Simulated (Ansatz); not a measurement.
## Si/NiSi2: a contact from a semiconductor to a metal

Aim: where the metal's Fermi level sits in the semiconductor's gap in Si/NiSi2, and what the stack passes. The semiconductor is Si diamond(111), undoped, with its far face capped by hydrogen, and the metal is NiSi2 fluorite(111), in direct contact. After relaxation the nearest pair at the metal is Si–Si at 2.35 Å, along the normal. The common net has a side of 3.868 Å, which strains the semiconductor by +0.0 % and the metal by +0.7 %, against typed lattice constants near PBE's. The first steps treat the bulk crystals alone.

Program: Ansatz 0.2.0. Level of theory: PBE DFT, plane waves, PAW files, in the first sound run; inputs show where later runs differ. Results are calculated unless marked as measured.

### Step 1. Starting point

It takes space group Fd-3m (No. 227, cubic). Conventional cell: a = 5.470 Å, b = 5.470 Å, c = 5.470 Å, α = 90.00°, β = 90.00°, γ = 90.00°. Nearest to Si lie 4 Si at 2.37 Å.

### Step 2. The strained electrode, 6 atoms, electrode Si diamond(111)

The electrode is held to the junction's net and relaxed along the normal; its spacing is used for the ideal lead layers.

The input, input.yaml:

```yaml
crystal:
  lattice:
    - [3.868, 0.0, 0.0]
    - [-1.934, 3.3497862618, 0.0]
    - [0.0, 0.0, 9.474102032]
  atoms:
    - { symbol: Si, position: [0.0, 0.0, 0.0] }
    - { symbol: Si, position: [0.0, 0.0, 0.25] }
    - { symbol: Si, position: [0.3333333333, 0.6666666667, 0.3333333333] }
    - { symbol: Si, position: [0.3333333333, 0.6666666667, 0.5833333333] }
    - { symbol: Si, position: [0.6666666667, 0.3333333333, 0.6666666667] }
    - { symbol: Si, position: [0.6666666667, 0.3333333333, 0.9166666667] }
kpoints:
  mp_grid: { grid: [12, 12, 3] }
scf:
  occupations: { method: fermi_dirac, width: 0.1 }
  max_iter: 150
hamiltonian:
  xc: pbe
relax:
  f_tol: 0.01
  max_steps: 40
  cell: { fix: [a, b, angles] }
```

The run is started by

```
> ansatz run input.yaml --threads 8 --pin off --max-ram 24576MiB --backend cpu --events-out ev --progress --plain --runs-dir out
```

Numbers of over 12 decimals in the logs are rounded to 6 here.

Output:

```text
Engine: ansatz 0.2.0, aarch64-unknown-linux-gnu
Pseudopotentials: kind: paw
Pseudopotential: Si, paw, valence charge 4, recommended cutoff 420 eV (normal), Si.paw.azcp
Functional definition: PBE
  parameter kappa = 0.804
  parameter beta = 0.066725
  exchange = pbe_x(kappa = kappa, mu = beta*pi^2/3)
  correlation = pbe_c(beta = beta)
Crystal: 6 atoms, lattice volume = 122.756 Å³
Basis set: ecut = 420 eV, 2431 PW (Γ), exchange–correlation on 54×54×128 points (8 copies of the dense FFT grid, shifted against one another)
Bands: 18, of which v1, the nominal top of the filled ones, is band 12 counted from 1 (11 counted from 0)
Symmetry: 36 space group operations
Space group: R-3m (ITA 166), of the structure as read, at distance tolerance 5.0e-5 Å
k-points: 50 of 432
Non-local potential: Si, projectors of the file, l = 0: 2, l = 1: 2, l = 2: 2
PAW form: soft (Blöchl's): semilocal exchange-correlation on the pseudo side does not see the compensation charge
PAW one-centre angular grid: Si, 110 points (default); XC on 64 Gauss nodes
Initial density: superposition of atomic densities (neutral atoms: chi_scale 0, normalization atom), corrected by the library's trained network
Initial wavefunctions: pseudopotential atomic-orbital guess
Functional: x = pbe(κ = 0.804, μ = 0.219515), c = pbe(β = 0.066725)
SCF iter   1: F=—  HF=-3814.860064 eV  |F-HF|=—  |Δ(HF+E_count)|=         —  Δρ=1.29e-3  dr2=1.36e-3  ethr=1.77e-3  ⟨swp⟩=6.6  Hψ=5602  notcnv=0
preconditioner: auto → Resta (q_TF=auto, 2.079 Å⁻¹)  ε∞=5.4  [insulator: Δε(μ)=0.737 eV  Ē_g=7.830 eV  σ=0.100 eV  W_gap=0.95  n_scr=24 (ndim 8)  ℏωp=16.4 eV  f_vac=0.000  D(μ)=0.04/eV (n_scr^D=0)  ε∞_Penn≈5.4]
SCF iter   2: F=—  HF=-3814.861012 eV  |F-HF|=—  |Δ(HF+E_count)|=   9.48e-4  Δρ=6.96e-4  dr2=4.14e-4  ethr=5.68e-6  ⟨swp⟩=2.3  Hψ=1814  notcnv=0
SCF iter   3: F=—  HF=-3814.861168 eV  |F-HF|=—  |Δ(HF+E_count)|=   1.56e-4  Δρ=8.37e-5  dr2=1.12e-5  ethr=1.73e-6  ⟨swp⟩=2.0  Hψ=1500  notcnv=0
SCF iter   4: F=—  HF=-3814.861179 eV  |F-HF|=—  |Δ(HF+E_count)|=   1.05e-5  Δρ=2.15e-5  dr2=9.43e-7  ethr=4.66e-8  ⟨swp⟩=2.0  Hψ=1500  notcnv=0
iter 5 did not close the SCF: its close was put off for the readings that it lacked (scf_convergence_deferred on its scf_iter line)
SCF iter   5: F=-3814.861179 eV  HF=-3814.861179 eV  |F-HF|=2.62e-8  |Δ(HF+E_count)|=   9.27e-7  Δρ=4.84e-6  dr2=1.59e-8  ethr=3.93e-9  ⟨swp⟩=2.0  Hψ=1496  notcnv=0
SCF iter   6: F=-3814.861179 eV  HF=-3814.861179 eV  |F-HF|=8.64e-11  |Δ(HF+E_count)|=   3.07e-8  Δρ=1.61e-6  dr2=2.12e-9  ethr=6.62e-11  ⟨swp⟩=2.1  Hψ=3021  notcnv=0
SCF 1 converged in 6 iterations: F = -3814.861179 eV  dr2 = 2.12e-9
  greatest PAW one-centre occupation: 0.633 electrons in one spin orbital (limit 2), on the Si atom at site 5 (counted from 0), in its partial waves of l = 0
relax step   1: F+E_penalty+E_count = -3814.86117947 eV  Δ(F+E_penalty+E_count) = +0.000e0 eV  max|allowed force component| = 7.205e-4 eV/Å  Δτ_max = 0.0000 Å  P = +0.003 GPa  Ω = 122.756 Å³  fix = [a, b, alpha, beta, gamma]  reactions: a +0.005, b +0.005 GPa  (6 SCF iters, dr2 threshold 1.00e-7 eV, accepted)
Initial density: handed on by an earlier stage of this run
Initial wavefunctions: pseudopotential atomic-orbital guess (no wavefunctions were taken with the density)
iter 1 solved again at ethr=5.58e-8 eV; its pass at ethr=3.10e-3 eV (dr2=1.34e-5 eV) is discarded
SCF iter   1: F=—  HF=-3814.861178 eV  |F-HF|=—  |Δ(HF+E_count)|=         —  Δρ=1.44e-6  dr2=1.24e-9  ethr=5.58e-8  ⟨swp⟩=3.2  Hψ=8277  notcnv=0
eigensolver tolerance schedule: the retry pair's looser diagonalisation over-reported the residual by 10795.03 of it (diagonalisation noise at 0.24 of the residual, at the tolerance the schedule requests for it); recorded, not acted on — ethr = c·dr2/N_el stays at c = 1.0e-1
preconditioner: auto → Resta (q_TF=auto, 2.079 Å⁻¹)  ε∞=5.4  [insulator: Δε(μ)=0.739 eV  Ē_g=7.831 eV  σ=0.100 eV  W_gap=0.95  n_scr=24 (ndim 8)  ℏωp=16.4 eV  f_vac=0.000  D(μ)=0.04/eV (n_scr^D=0)  ε∞_Penn≈5.4]
SCF iter   2: F=—  HF=-3814.861179 eV  |F-HF|=—  |Δ(HF+E_count)|=   1.73e-6  Δρ=1.12e-6  dr2=1.09e-9  ethr=5.17e-12  ⟨swp⟩=3.2  Hψ=2074  notcnv=0
SCF iter   3: F=—  HF=-3814.861179 eV  |F-HF|=—  |Δ(HF+E_count)|=  1.06e-10  Δρ=4.08e-7  dr2=1.47e-10  ethr=4.54e-12  ⟨swp⟩=2.0  Hψ=1247  notcnv=0
SCF iter   4: F=-3814.861179 eV  HF=-3814.861179 eV  |F-HF|=1.36e-12  |Δ(HF+E_count)|=  3.59e-11  Δρ=1.71e-8  dr2=1.73e-13  ethr=1.00e-12  ⟨swp⟩=4.0  Hψ=2907  notcnv=0
SCF 2 converged in 4 iterations: F = -3814.861179 eV  dr2 = 1.73e-13
relax step   2: F+E_penalty+E_count = -3814.86117947 eV  Δ(F+E_penalty+E_count) = -2.924e-10 eV  max|allowed force component| = 7.204e-4 eV/Å  Δτ_max = 0.0000 Å  P = +0.003 GPa  Ω = 122.756 Å³  fix = [a, b, alpha, beta, gamma]  reactions: a +0.005, b +0.005 GPa  stress off target by 1.20e-3 GPa on what of the cell is left free  SCF on the basis re-selected at this cell (its energy is not comparable with the rows above)  (4 SCF iters)
basis re-selected at this cell: Δ(F+E_penalty+E_count) = -2.924e-10 eV, ΔP = +0.000 GPa vs the last step (what re-selecting the basis moved, of the pressure what is left beyond the Pulay correction that the steps carried, after the strain that the cell walked since its last selection, with what the two solves' SCF thresholds leave and, on support functions, any second-order correction that the steps lacked; it is no  [...]
SCF converged after 4 iterations
Free energy (F): -3814.861179 eV
Harris-Foulkes:  -3814.861179 eV  (|F-HF|=1.36e-12)
Internal energy: -3814.858964 eV  (E = F + TS)
E sigma→0 (E₀):  -3814.860071 eV
Entropy (-TS):   -0.002216 eV (-0.369 meV/atom)
Fermi energy:    6.322458 eV
--- Per-component energies (eV) ---
  E_band       = 24.043848
  E_kinetic    = 240.400167
  E_local      = -168.417913  (includes V_loc(G=0)·N_el)
  E_nonlocal   = 155.251767
  E_hartree    = 45.515315
  E_xc         = -330.364243
  E_vxc        = -279.456073  (∫ρ·V_xc dr)
  E_paw        = -3076.584018  (= ΣΔE_a)
  E_vpaw       = -14.764767  (= ΣTr[D̂ρ^β])
  E_aug_tail   = 0.000038  (compensation charges beyond the density's cutoff)
  E_ewald      = -680.660077
  E_smearing   = -0.002216  (= −TS)
  E_closure    = 0.000000  (closes the sum)
  Σ components = -3814.861179   (vs F -3814.861179, Δ=0.00e0)
--- Forces (eV/Å), atoms counted from 1 ---
  atom   1  Si    -0.00000000     0.00000000    -0.00072036
  atom   2  Si     0.00000000    -0.00000000     0.00072036
  atom   3  Si     0.00000000     0.00000000    -0.00072036
  atom   4  Si     0.00000000    -0.00000000     0.00072036
  atom   5  Si    -0.00000000     0.00000000    -0.00072036
  atom   6  Si    -0.00000000    -0.00000000     0.00072036
  max |Σ_I F_I| component: 3.70e-17 eV/Å
--- Stress (GPa, compression-positive) ---
        0.004993      -0.000000       0.000000
        0.000000       0.004993       0.000000
        0.000000      -0.000000      -0.001198
  P = ⅓ Tr σ = 0.0029 GPa (0.029 kbar)
--- Relaxed structure (1 steps of the walk, 1 accepted, 1 SCFs on fresh bases) ---
  F+E_penalty+E_count = -3814.86117947 eV   max|allowed force component| = 7.204e-4 eV/Å   (the final SCF, on the basis selected at the relaxed cell)
  cell:  # Å, volume = 122.7557 Å³
    - [3.868000, 0.0, 0.0]
    - [-1.934000, 3.349786, 0.0]
    - [0.0, 0.0, 9.474102032]
  atoms:
    - { symbol: Si, position: [0.0, 0.0, 0.0] }
    - { symbol: Si, position: [0.0, 0.0, 0.250000] }
    - { symbol: Si, position: [0.333333, 0.666667, 0.333333] }
    - { symbol: Si, position: [0.333333, 0.666667, 0.583333] }
    - { symbol: Si, position: [0.666667, 0.333333, 0.666667] }
    - { symbol: Si, position: [0.666667, 0.333333, 0.916667] }
```

The job ended after 2 s (8 threads of Arm Neoverse V1, shared host; peak memory 0.52 GiB).

Little changed from the start: no atom moved by 0.005 Å and no cell edge by 0.1 %.

This step gave:

* free energy: -3814.8612 eV
* Fermi energy: 6.322 eV
* pressure: 0.002930 GPa

### Step 3. The strained electrode, 9 atoms, electrode NiSi2 fluorite(111)

System of this step: Si2Ni (NiSi2). The structure is trigonal, space group R-3m (No. 166). The conventional cell has a = 3.868 Å, b = 3.868 Å, c = 9.356 Å, α = 90.00°, β = 90.00°, γ = 120.00°. Si has 4 Ni at 2.34 to 2.37 Å nearest. Nearest to Ni lie 8 Si at 2.34 to 2.37 Å. Farther neighbours are not listed.

The electrode is held to the junction's net and relaxed along the normal; its spacing is used for the ideal lead layers.

input.yaml, the sections that differ from step 2:

```yaml
crystal:
  lattice:
    - [3.868, 0.0, 0.0]
    - [-1.934, 3.3497862618, 0.0]
    - [0.0, 0.0, 9.3563225771]
  atoms:
    - { symbol: Si, position: [0.0, 0.0, 0.0] }
    - { symbol: Ni, position: [0.3333333333, 0.6666666667, 0.0833333333] }
    - { symbol: Si, position: [0.6666666667, 0.3333333333, 0.1666666667] }
    - { symbol: Si, position: [0.3333333333, 0.6666666667, 0.3333333333] }
    - { symbol: Ni, position: [0.6666666667, 0.3333333333, 0.4166666667] }
    - { symbol: Si, position: [0.0, 0.0, 0.5] }
    - { symbol: Si, position: [0.6666666667, 0.3333333333, 0.6666666667] }
    - { symbol: Ni, position: [0.0, 0.0, 0.75] }
    - { symbol: Si, position: [0.3333333333, 0.6666666667, 0.8333333333] }
# kpoints, scf, hamiltonian, relax: as in step 2
```

Output:

```text
[...]
Crystal: 9 atoms, lattice volume = 121.230 Å³
Basis set: ecut = 420 eV, 2359 PW (Γ), exchange–correlation on 54×54×128 points (8 copies of the dense FFT grid, shifted against one another)
Bands: 48, of which v1, the nominal top of the filled ones, is band 39 counted from 1 (38 counted from 0)
Symmetry: 36 space group operations
[...]
k-points: 50 of 432
[...]
SCF iter   1: F=—  HF=-21337.238362 eV  |F-HF|=—  |Δ(HF+E_count)|=         —  Δρ=1.01e-2  dr2=8.93e-2  ethr=1.77e-3  ⟨swp⟩=7.8  Hψ=10264  notcnv=0  defer=3
[...]
SCF iter   8: F=-21337.228386 eV  HF=-21337.228386 eV  |F-HF|=3.54e-9  |Δ(HF+E_count)|=   1.46e-7  Δρ=2.66e-6  dr2=1.30e-8  ethr=1.28e-10  ⟨swp⟩=4.1  Hψ=8470  notcnv=0
SCF 1 converged in 8 iterations: F = -21337.228386 eV  dr2 = 1.30e-8
[...]
relax step   1: F+E_penalty+E_count = -21337.22838603 eV  Δ(F+E_penalty+E_count) = +0.000e0 eV  max|allowed force component| = 6.706e-2 eV/Å  Δτ_max = 0.0000 Å  P = -0.190 GPa  Ω = 121.230 Å³  fix = [a, b, alpha, beta, gamma]  reactions: a -1.567, b -1.567 GPa  (8 SCF iters, dr2 threshold 1.00e-7 eV, accepted)
Crystal: 9 atoms, lattice volume = 121.790 Å³
Basis set: ecut = 420 eV, 2407 PW (Γ), exchange–correlation on 54×54×128 points (8 copies of the dense FFT grid, shifted against one another)
[...]
SCF iter   6: F=-21337.234503 eV  HF=-21337.234503 eV  |F-HF|=1.57e-8  |Δ(HF+E_count)|=   2.05e-7  Δρ=5.36e-6  dr2=3.38e-8  ethr=4.28e-10  ⟨swp⟩=2.8  Hψ=8421  notcnv=0
SCF 2 converged in 6 iterations: F = -21337.234503 eV  dr2 = 3.38e-8
relax step   2: F+E_penalty+E_count = -21337.23450292 eV  Δ(F+E_penalty+E_count) = -6.117e-3 eV  max|allowed force component| = 4.024e-2 eV/Å  Δτ_max = 0.0013 Å  P = -0.858 GPa  Ω = 121.790 Å³  energy of the carried Pulay correction = -1.481e-4 eV  fix = [a, b, alpha, beta, gamma]  reactions: a -1.921, b -1.921 GPa  (6 SCF iters, dr2 threshold 9.00e-7 eV, accepted)
Crystal: 9 atoms, lattice volume = 122.304 Å³
Basis set: ecut = 420 eV, 2419 PW (Γ), exchange–correlation on 54×54×128 points (8 copies of the dense FFT grid, shifted against one another)
[...]
SCF iter   6: F=-21337.236440 eV  HF=-21337.236440 eV  |F-HF|=1.41e-8  |Δ(HF+E_count)|=   1.91e-7  Δρ=4.84e-6  dr2=2.74e-8  ethr=3.80e-10  ⟨swp⟩=2.7  Hψ=8425  notcnv=0
SCF 3 converged in 6 iterations: F = -21337.236440 eV  dr2 = 2.74e-8
relax step   3: F+E_penalty+E_count = -21337.23644019 eV  Δ(F+E_penalty+E_count) = -1.937e-3 eV  max|allowed force component| = 8.194e-3 eV/Å  Δτ_max = 0.0003 Å  P = -1.452 GPa  Ω = 122.304 Å³  energy of the carried Pulay correction = -2.834e-4 eV  fix = [a, b, alpha, beta, gamma]  reactions: a -2.205, b -2.205 GPa  (6 SCF iters, dr2 threshold 9.00e-7 eV, accepted)
[...]
relax step   4: F+E_penalty+E_count = -21337.23645562 eV  Δ(F+E_penalty+E_count) = -1.543e-5 eV  max|allowed force component| = 2.820e-3 eV/Å  Δτ_max = 0.0005 Å  P = -1.463 GPa  Ω = 122.312 Å³  energy of the carried Pulay correction = -2.855e-4 eV  fix = [a, b, alpha, beta, gamma]  reactions: a -2.195, b -2.195 GPa  (6 SCF iters, dr2 threshold 6.79e-9 eV, accepted)
[...]
SCF iter   6: F=-21337.236763 eV  HF=-21337.236763 eV  |F-HF|=7.28e-12  |Δ(HF+E_count)|=  3.64e-12  Δρ=1.05e-7  dr2=1.09e-11  ethr=1.00e-12  ⟨swp⟩=3.1  Hψ=8878  notcnv=0
SCF 5 converged in 6 iterations: F = -21337.236763 eV  dr2 = 1.09e-11
relax step   5: F+E_penalty+E_count = -21337.23676253 eV  Δ(F+E_penalty+E_count) = -3.069e-4 eV  max|allowed force component| = 2.761e-3 eV/Å  Δτ_max = 0.0000 Å  P = -1.461 GPa  Ω = 122.312 Å³  fix = [a, b, alpha, beta, gamma]  reactions: a -2.195, b -2.195 GPa  stress off target by 6.86e-3 GPa on what of the cell is left free  SCF on the basis re-selected at this cell (its energy is not comparable with the rows above)  (6 SCF iters)
[...]
SCF converged after 6 iterations
Free energy (F): -21337.236763 eV
[...]
Internal energy: -21337.144225 eV  (E = F + TS)
E sigma→0 (E₀):  -21337.190494 eV
Entropy (-TS):   -0.092538 eV (-10.282 meV/atom)
Fermi energy:    12.679644 eV
[...]
--- Forces (eV/Å), atoms counted from 1 ---
  atom   1  Si     0.00000000    -0.00000000     0.00276068
  atom   2  Ni     0.00000000     0.00000000     0.00000000
  atom   3  Si    -0.00000000     0.00000000    -0.00276068
  atom   4  Si     0.00000000    -0.00000000     0.00276068
  atom   5  Ni    -0.00000000     0.00000000    -0.00000000
  atom   6  Si     0.00000000     0.00000000    -0.00276068
  atom   7  Si    -0.00000000    -0.00000000     0.00276068
  atom   8  Ni    -0.00000000    -0.00000000     0.00000000
  atom   9  Si     0.00000000     0.00000000    -0.00276068
  max |Σ_I F_I| component: 7.40e-17 eV/Å
--- Stress (GPa, compression-positive) ---
       -2.195251      -0.000000      -0.000000
        0.000000      -2.195251      -0.000000
       -0.000000       0.000000       0.006857
  P = ⅓ Tr σ = -1.4612 GPa (-14.612 kbar)
--- Relaxed structure (4 steps of the walk, 4 accepted, 1 SCFs on fresh bases) ---
[...]
cell:  # Å, volume = 122.3124 Å³
    - [3.868000, 0, 0]
    - [-1.934000, 3.349786, 0]
    - [0, 0, 9.439892]
  atoms:
    - { symbol: Si, position: [0, 0, -0.000118574] }
    - { symbol: Ni, position: [0.333333, 0.666667, 0.083333] }
    - { symbol: Si, position: [0.666667, 0.333333, 0.166785] }
    - { symbol: Si, position: [0.333333, 0.666667, 0.333215] }
    - { symbol: Ni, position: [0.666667, 0.333333, 0.416667] }
    - { symbol: Si, position: [0, 0, 0.500119] }
    - { symbol: Si, position: [0.666667, 0.333333, 0.666548] }
    - { symbol: Ni, position: [0, 0, 0.750000] }
    - { symbol: Si, position: [0.333333, 0.666667, 0.833452] }
```

It took 13 s on 8 threads; peak memory 0.75 GiB.

This run has no spin polarisation, although Ni can carry a moment.

The steps of the relaxation:

```tsv
step	energy less that of the first step (eV)	largest force component (eV/Å)	pressure (GPa)	volume (Å³)
1	0.0000	0.0671	-0.19	121.23
2	-0.0061	0.0402	-0.86	121.79
3	-0.0081	0.0082	-1.45	122.30
4	-0.0081	0.0028	-1.46	122.31
5*	-0.0084	0.0028	-1.46	122.31
```

Relaxation steps marked * repeat the geometry before them on a plane-wave basis chosen anew for their cell, so energy and pressure can jump there.

The run keeps the 36 symmetry operations that it works with, so distortions that break them were not tested.

```tsv
conventional cell, symmetrised	before	after	change
a (Å)	3.868	3.868	-0.0 %
b (Å)	3.868	3.868	-0.0 %
c (Å)	9.356	9.440	+0.9 %
volume (Å³/atom)	13.47	13.59	+0.9 %
```

Numbers from this step:

| Property | Result |
| --- | --- |
| free energy | -21337.2368 eV |
| Fermi energy | 12.68 eV |
| pressure | -1.461 GPa |

The relaxation ends with a largest force component of 0.0028 eV/Å.

[end of part 1 of 5]

[Logs are printed without paths, hosts, clocks, repeated set-up lines and the standing remarks that a program may print on its own settings, such as how far it seeks lower states.]

[Hosts, paths, dates, database ids (printed as entryN), source tags and the programs' standing remarks are cut or masked in the printed files.]
